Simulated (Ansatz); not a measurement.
# AlAs: the gap from level to level

A database entry relaxed whole under r2SCAN at zero pressure (F-43m, No. 216):

```
CELL_PARAMETERS angstrom
0.00000 2.83822 2.83822
2.83822 0.00000 2.83822
2.83822 2.83822 0.00000
ATOMIC_POSITIONS crystal
Al 0.00000 0.00000 0.00000
As 0.25000 0.25000 0.25000
```

Its volume is 22.86 Å³ an atom, +0.8 % against the entry's 22.67, a cell as deposited in COD (1992).

Single points on this cell with plane-wave PAW DFT (Ansatz 0.2.0; r2SCAN 500 eV, hybrids 420 eV; fermi-dirac occupations of width 0.020 eV; no moments): r2SCAN on a 8×8×8 Γ-centred mesh; HSE06 on a 8×8×8 Γ-centred mesh; PBE0 on a 8×8×8 Γ-centred mesh.

Problem. How do gap, pressure and charges move from level to level?

Solution. The runs give:

| level | gap (eV), or kind | pressure (GPa) | Bader charge of Al (e) | Bader charge of As (e) |
| --- | --- | --- | --- | --- |
| r2SCAN | 1.81 | 0.0 | +2.08 | -2.08 |
| HSE06 | 2.09 | 0.2 | +2.06 | -2.06 |
| PBE0 | 2.74 | 0.1 | +2.06 | -2.06 |

Under r2SCAN the gap is 1.81 eV, over mesh and band path. HSE06 moves it by +0.28 eV and PBE0 by +0.93 eV; PBE0 keeps its exact exchange at long range, which widens the gap over HSE06's by 0.65 eV on their common mesh.

Caveats: the relaxation kept the start's symmetry; HSE06 is read on its mesh and at the zone's corners, PBE0 on its mesh alone; hybrid pressures are good to a few tenths of a GPa; no spin-orbit coupling, which narrows gaps of heavier elements; pressure is positive in compression.
